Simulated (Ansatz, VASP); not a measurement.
# Si (Silicon): VASP beside Ansatz

Wanted: the spread between two codes on one cell, functional and k mesh. The cell is taken from a series of VASP runs on this material, whose earlier steps may have relaxed, scaled or displaced it; both programs get it as it stands.

Method: plane waves, with VASP 6.6.1 beside it; relaxation of cell and atoms at PBEsol and relaxation of cell and atoms at r2SCAN, in Ansatz 0.2.0.

## (1) Starting point

The structure is cubic, space group Fd-3m (No. 227). Conventional cell: a = 5.436 Å, b = 5.436 Å, c = 5.436 Å, α = 90.00°, β = 90.00°, γ = 90.00°. Nearest to Si lie 4 Si at 2.35 Å.

## (2) Ansatz: relaxation of cell and atoms, PBEsol

Ansatz runs on its default PAW (the set named soft_2) files.

The relaxed volume is the usual yardstick between codes: its relative difference is about their pressure difference at one cell divided by the bulk modulus.

input.yaml

```yaml
crystal:
  lattice:
    - [0.0, 2.7177990066, 2.7177990066]
    - [2.7177990066, 0.0, 2.7177990066]
    - [2.7177990066, 2.7177990066, 0.0]
  atoms:
    - { symbol: Si, position: [0.75, 0.75, 0.75] }
    - { symbol: Si, position: [0.5, 0.5, 0.5] }
hamiltonian:
  xc: pbesol
  pseudopotentials: { kind: paw }
kpoints:
  mp_grid: { grid: [10, 10, 10] }
scf:
  occupations: { method: gaussian, width: 0.03 }
relax:
  f_tol: 0.01
  max_steps: 60
  cell: { stress_tol: 0.05 }
output:
  forces: true
  stress: true
```

On the command line:

```
$ ansatz run input.yaml --threads 4 --pin off --max-ram 9216MiB --backend cpu --events-out ev --progress --plain --runs-dir out
```

Numbers of over 12 decimals in the logs are rounded to 6 here.

What it wrote:

```text
Engine: ansatz 0.2.0, aarch64-unknown-linux-gnu
Pseudopotentials: kind: paw
Pseudopotential: Si, paw, valence charge 4, recommended cutoff 420 eV (normal), Si.paw.azcp
Functional definition: PBEsol
  exchange = pbesol_x
  correlation = pbesol_c
Crystal: 2 atoms, lattice volume = 40.150 Å³
Basis set: ecut = 420 eV, 749 PW (Γ), exchange–correlation on 54×54×54 points (8 copies of the dense FFT grid, shifted against one another)
Bands: 8, of which v1, the nominal top of the filled ones, is band 4 counted from 1 (3 counted from 0)
Symmetry: 48 space group operations
Space group: Fd-3m (ITA 227), of the structure as read, at distance tolerance 3.4e-5 Å
k-points: 47 of 1000
Non-local potential: Si, projectors of the file, l = 0: 2, l = 1: 2, l = 2: 2
PAW form: soft (Blöchl's): semilocal exchange-correlation on the pseudo side does not see the compensation charge
PAW frozen core: Si, regenerated for the run's functional, and the local potential with it (the file was generated under x = pbe(κ = 0.804, μ = 0.219515), c = pbe(β = 0.066725))
PAW one-centre angular grid: Si, 110 points (default); XC on 64 Gauss nodes
Initial density: superposition of atomic densities (neutral atoms: chi_scale 0, normalization atom), corrected by the library's trained network
Initial wavefunctions: pseudopotential atomic-orbital guess
Functional: x = pbesol(κ = 0.804, μ = 0.123457), c = pbesol(β = 0.046)
SCF iter   1: F=—  HF=-1242.984758 eV  |F-HF|=—  |Δ(HF+E_count)|=         —  Δρ=2.92e-3  dr2=3.84e-3  ethr=1.77e-3  ⟨swp⟩=6.1  Hψ=3389  notcnv=0
preconditioner: auto → none  [insulator: Δε(μ)=0.454 eV  Ē_g=9.409 eV  σ=0.030 eV  W_gap=1.00  n_scr=8 (ndim 8)  ℏωp=16.6 eV  f_vac=0.000  D(μ)=0.00/eV (n_scr^D=0)  ε∞_Penn≈4.1]
SCF iter   2: F=—  HF=-1242.984329 eV  |F-HF|=—  |Δ(HF+E_count)|=   4.29e-4  Δρ=1.10e-3  dr2=4.58e-4  ethr=4.80e-5  ⟨swp⟩=2.1  Hψ=893  notcnv=0
SCF iter   3: F=—  HF=-1242.984309 eV  |F-HF|=—  |Δ(HF+E_count)|=   2.03e-5  Δρ=1.81e-4  dr2=8.08e-6  ethr=5.73e-6  ⟨swp⟩=2.0  Hψ=564  notcnv=0
SCF iter   4: F=—  HF=-1242.984305 eV  |F-HF|=—  |Δ(HF+E_count)|=   3.87e-6  Δρ=1.72e-5  dr2=9.05e-8  ethr=1.01e-7  ⟨swp⟩=2.0  Hψ=531  notcnv=0
iter 5 did not close the SCF: its close was put off for the readings that it lacked (scf_convergence_deferred on its scf_iter line)
SCF iter   5: F=-1242.984305 eV  HF=-1242.984305 eV  |F-HF|=4.82e-10  |Δ(HF+E_count)|=   1.48e-8  Δρ=4.85e-6  dr2=5.28e-9  ethr=1.13e-9  ⟨swp⟩=2.0  Hψ=515  notcnv=0
SCF iter   6: F=-1242.984305 eV  HF=-1242.984305 eV  |F-HF|=2.61e-11  |Δ(HF+E_count)|=   1.02e-9  Δρ=5.28e-7  dr2=7.53e-11  ethr=6.60e-11  ⟨swp⟩=1.6  Hψ=1159  notcnv=0
SCF 1 converged in 6 iterations: F = -1242.984305 eV  dr2 = 7.53e-11
  greatest PAW one-centre occupation: 0.637 electrons in one spin orbital (limit 2), on the Si atom at site 1 (counted from 0), in its partial waves of l = 0
relax step   1: F+E_penalty+E_count = -1242.98430486 eV  Δ(F+E_penalty+E_count) = +0.000e0 eV  max|allowed force component| = 9.252e-18 eV/Å  Δτ_max = 0.0000 Å  P = -0.099 GPa  Ω = 40.150 Å³  (6 SCF iters, dr2 threshold 1.00e-7 eV, accepted)
[...]
relax step   2: F+E_penalty+E_count = -1242.98432315 eV  Δ(F+E_penalty+E_count) = -1.829e-5 eV  max|allowed force component| = 5.551e-17 eV/Å  Δτ_max = 0.0000 Å  P = -0.023 GPa  Ω = 40.117 Å³  energy of the carried Pulay correction = +5.816e-6 eV  (3 SCF iters, dr2 threshold 2.47e-8 eV, accepted)
[...]
relax step   3: F+E_penalty+E_count = -1242.98432147 eV  Δ(F+E_penalty+E_count) = +1.684e-6 eV  max|allowed force component| = 8.327e-17 eV/Å  Δτ_max = 0.0000 Å  P = -0.024 GPa  Ω = 40.117 Å³  stress off target by 2.37e-2 GPa  SCF on the basis re-selected at this cell (its energy is not comparable with the rows above)  (3 SCF iters)
basis re-selected at this cell: Δ(F+E_penalty+E_count) = +1.684e-6 eV, ΔP = -0.000 GPa vs the last step (what re-selecting the basis moved, of the pressure what is left beyond the Pulay correction that the steps carried, after the strain that the cell walked since its last selection, with what the two solves' SCF thresholds leave and, on support functions, any second-order correction that the steps lacked; it is no m [...]
SCF converged after 3 iterations
Free energy (F): -1242.984321 eV
Harris-Foulkes:  -1242.984321 eV  (|F-HF|=2.27e-13)
Internal energy: -1242.984321 eV  (E = F + TS)
E sigma→0 (E₀):  -1242.984321 eV
Fermi energy:    6.398706 eV
--- Per-component energies (eV) ---
  E_band       = 8.657193
  E_kinetic    = 80.516601
  E_local      = -54.720538  (includes V_loc(G=0)·N_el)
  E_nonlocal   = 52.102672
  E_hartree    = 14.654702
  E_xc         = -109.324145
  E_vxc        = -93.617019  (∫ρ·V_xc dr)
  E_paw        = -997.889232  (= ΣΔE_a)
  E_vpaw       = -4.933926  (= ΣTr[D̂ρ^β])
  E_aug_tail   = 0.000012  (compensation charges beyond the density's cutoff)
  E_ewald      = -228.387513
  E_core_change = 0.063121  (= ΣΔE_core)
  E_smearing   = -0.000000  (= −TS)
  E_closure    = 0.000000  (closes the sum)
  Σ components = -1242.984321   (vs F -1242.984321, Δ=0.00e0)
--- Forces (eV/Å), atoms counted from 1 ---
  atom   1  Si     0.00000000     0.00000000     0.00000000
  atom   2  Si    -0.00000000    -0.00000000    -0.00000000
  max |Σ_I F_I| component: 3.70e-17 eV/Å
--- Stress (GPa, compression-positive) ---
       -0.023705       0.000000      -0.000000
        0.000000      -0.023705      -0.000000
        0.000000      -0.000000      -0.023705
  P = ⅓ Tr σ = -0.0237 GPa (-0.237 kbar)
--- Relaxed structure (2 steps of the walk, 2 accepted, 1 SCFs on fresh bases) ---
  F+E_penalty+E_count = -1242.98432147 eV   max|allowed force component| = 8.327e-17 eV/Å   (the final SCF, on the basis selected at the relaxed cell)
  cell:  # Å, volume = 40.1172 Å³
    - [0, 2.717066, 2.717066]
    - [2.717066, 0, 2.717066]
    - [2.717066, 2.717066, 0]
  atoms:
    - { symbol: Si, position: [0.75, 0.75, 0.75] }
    - { symbol: Si, position: [0.5, 0.5, 0.5] }
```

Run time: 0.99 s. Hardware: 4 threads of Arm Neoverse V1, shared host; peak memory 0.3 GiB; 3 s of CPU time.

## (3) VASP: relaxation of cell and atoms, PBEsol

The same cell, functional, mesh and smearing now go to VASP, with its own data sets and cutoff.

Lines of VASP's logs that name or quote its potential files are left out, and so is its time.

INCAR

```
SYSTEM = Si
PREC = Accurate
ENCUT = 520
EDIFF = 1E-07
NELM = 100
ISMEAR = 0
SIGMA = 0.03
LREAL = .FALSE.
ALGO = Normal
GGA = PS
NBANDS = 10
LORBIT = 11
LWAVE = .FALSE.
LCHARG = .FALSE.
KPAR = 4
IBRION = 2
NSW = 50
ISIF = 3
EDIFFG = -0.005
LASPH = .TRUE.
```

POSCAR

```
Si
1.0
    0.0000000000      2.7177990066      2.7177990066
    2.7177990066      0.0000000000      2.7177990066
    2.7177990066      2.7177990066      0.0000000000
Si
2
Direct
    0.7500000000      0.7500000000      0.7500000000
    0.5000000000      0.5000000000      0.5000000000
```

KPOINTS

```
Automatic mesh
0
Gamma
10 10 10
0 0 0
```

The projector-augmented-wave data sets are Si (PBE family, release 64).

On the command line:

```
$ mpirun -np 4 vasp_std
```

What it wrote:

```text
[banner, memory and clock lines left out]
running    4 mpi-ranks, on    1 nodes
 distrk:  each k-point on    1 cores,    4 groups
 distr:  one band on    1 cores,    1 groups

 POSCAR found type information on POSCAR Si
 POSCAR found :  1 types and       2 ions
|                                                                             |
|               ----> ADVICE to this user running VASP <----                  |
|                                                                             |
|     You enforced a specific xc type in the INCAR file but a different       |
|     [... a line on the potential file left out ...]
|     I HOPE YOU KNOW WHAT YOU ARE DOING!                                     |
|                                                                             |

 LDA part: xc-table for (Slater+PW92), standard interpolation
 POSCAR, INCAR and KPOINTS ok, starting setup
 FFT: planning ... GRIDC
 FFT: planning ... GRID_SOFT
 FFT: planning ... GRID
 WAVECAR not read
 entering main loop
       N       E                     dE             d eps       ncg     rms          rms(c)
DAV:   1     0.739410273674E+01    0.73941E+01   -0.33924E+03   940   0.652E+02
DAV:   2    -0.112057434136E+02   -0.18600E+02   -0.17958E+02  1358   0.872E+01
DAV:   3    -0.117108844975E+02   -0.50514E+00   -0.50420E+00  1184   0.132E+01
DAV:   4    -0.117143320364E+02   -0.34475E-02   -0.34470E-02  1186   0.135E+00
DAV:   5    -0.117143607582E+02   -0.28722E-04   -0.28721E-04  1162   0.110E-01    0.495E+00
DAV:   6    -0.115616042149E+02    0.15276E+00   -0.87278E-02  1062   0.126E+00    0.296E+00
DAV:   7    -0.114920021214E+02    0.69602E-01   -0.15393E-01  1050   0.176E+00    0.183E-01
DAV:   8    -0.114925397845E+02   -0.53766E-03   -0.52875E-03  1068   0.441E-01    0.789E-02
DAV:   9    -0.114925950052E+02   -0.55221E-04   -0.91151E-05  1254   0.674E-02    0.548E-02
DAV:  10    -0.114926063183E+02   -0.11313E-04   -0.11926E-05  1066   0.204E-02    0.903E-03
DAV:  11    -0.114926060318E+02    0.28647E-06   -0.42285E-07  1240   0.362E-03    0.227E-03
DAV:  12    -0.114926060104E+02    0.21391E-07   -0.13828E-07  1002   0.244E-03
   1 F= -.11492606E+02 E0= -.11492606E+02  d E =-.114926E+02
 curvature:   0.00 expect dE= 0.000E+00 dE for cont linesearch  0.000E+00
 trial: gam= 0.00000 g(F)=  0.461E-50 g(S)=  0.902E-07 ort = 0.000E+00 (trialstep = 0.100E+01)
 search vector abs. value=  0.903E-07
 reached required accuracy - stopping structural energy minimisation
```

OUTCAR, selected parts (step 3):

```text
ion  position               nearest neighbor table
   1  0.750  0.750  0.750-   2 2.35   2 2.35   2 2.35   2 2.35
   2  0.500  0.500  0.500-   1 2.35   1 2.35   1 2.35   1 2.35

  LATTYP: Found a face centered cubic cell.
 ALAT       =     5.4355980132

 Subroutine GETGRP returns: Found 48 space group operations
 (whereof 24 operations were pure point group operations)

The static configuration has the point symmetry T_d .
 The point group associated with its full space group is O_h .

 Found     47 irreducible k-points:

   k-points           NKPTS =     47   k-points in BZ     NKDIM =     47   number of bands    NBANDS=     10

   dimension x,y,z NGX =    30 NGY =   30 NGZ =   30
   dimension x,y,z NGXF=    60 NGYF=   60 NGZF=   60

   ENCUT  =  520.0 eV  38.22 Ry    6.18 a.u.   7.15  7.15  7.15*2*pi/ulx,y,z

   NELECT =       8.0000    total number of electrons

 k-points in reciprocal lattice and weights: Automatic mesh
   0.00000000  0.00000000  0.00000000       0.001
   0.10000000  0.00000000  0.00000000       0.008
   0.20000000  0.00000000  0.00000000       0.008
   0.30000000  0.00000000  0.00000000       0.008
   0.40000000  0.00000000  0.00000000       0.008
   0.50000000  0.00000000  0.00000000       0.004
   0.10000000  0.10000000  0.00000000       0.006
   0.20000000  0.10000000  0.00000000       0.024
   0.30000000  0.10000000  0.00000000       0.024
[...]
-0.30000000  0.40000000  0.20000000       0.024
  -0.30000000  0.50000000  0.20000000       0.012

 average (electrostatic) potential at core
       1 -83.0668       2 -83.0668

 E-fermi :   5.9442

 k-point     1 :       0.0000    0.0000    0.0000
  band No.  band energies     occupation
      1      -6.2089      2.00000
      2       5.7629      2.00000
      3       5.7629      2.00000
      4       5.7629      2.00000
      5       8.2790      0.00000
      6       8.2790      0.00000
      7       8.2790      0.00000
      8       9.0563      0.00000
      9      13.4497      0.00000
    ...

 k-point     2 :       0.1000    0.0000    0.0000
  band No.  band energies     occupation
      1      -6.0778      2.00000
      2       4.6065      2.00000
      3       5.5623      2.00000
      4       5.5623      2.00000
      5       8.2772      0.00000
      6       8.5733      0.00000
      7       8.5733      0.00000
      8       9.9868      0.00000
      9      13.0763      0.00000
    ...

 k-point     3 :       0.2000    0.0000    0.0000
  band No.  band energies     occupation
      1      -5.6906      2.00000
      2       2.7364      2.00000
      3       5.1796      2.00000
      4       5.1796      2.00000
      5       7.9100      0.00000
      6       9.0804      0.00000
      7       9.0804      0.00000
      8      11.7365      0.00000
      9      12.7482      0.00000
    ...

  Total        0.0011163      0.0011163      0.0011163      0.0000000      0.0000000     -0.0000000
  in kB        0.0445463      0.0445463      0.0445463      0.0000000      0.0000000     -0.0000000
  external PRESSURE =       0.0445463 kB  Pullay stress =       0.0000000 kB

  energy-cutoff  :      520.00
  volume of cell :       40.15
      direct lattice vectors                 reciprocal lattice vectors
     0.000000000  2.717799007  2.717799007    -0.183972398  0.183972398  0.183972398
     2.717799007  0.000000000  2.717799007     0.183972398 -0.183972398  0.183972398
     2.717799007  2.717799007  0.000000000     0.183972398  0.183972398 -0.183972398

 POSITION                                       TOTAL-FORCE (eV/Angst)
 -----------------------------------------------------------------------------------
      4.07670      4.07670      4.07670         0.000000      0.000000      0.000000
      2.71780      2.71780      2.71780        -0.000000     -0.000000     -0.000000
 -----------------------------------------------------------------------------------
    total drift:                                0.000000     -0.000000     -0.000000

  FREE ENERGIE OF THE ION-ELECTRON SYSTEM (eV)
  ---------------------------------------------------
  free  energy   TOTEN  =       -11.4926060104 eV

  energy  without entropy=      -11.4926060104  energy(sigma->0) =      -11.49260601

 reached required accuracy - stopping structural energy minimisation

 total charge
# of ion       s       p       d       tot
------------------------------------------
    1        0.752   0.937   0.000   1.689
    2        0.752   0.937   0.000   1.689
--------------------------------------------------
tot          1.504   1.874   0.000   3.378

[... 3 further parts left out ...]
```

[end of part 1 of 2]

[Lines on the potential files, build, host, timing and source positions are cut from VASP's logs without a mark.]

[Logs are printed without paths, hosts, clocks, repeated set-up lines and the standing remarks that a program may print on its own settings, such as how far it seeks lower states.]

[Hosts, paths, dates, database ids (printed as entryN), source tags and the programs' standing remarks are cut or masked in the printed files.]
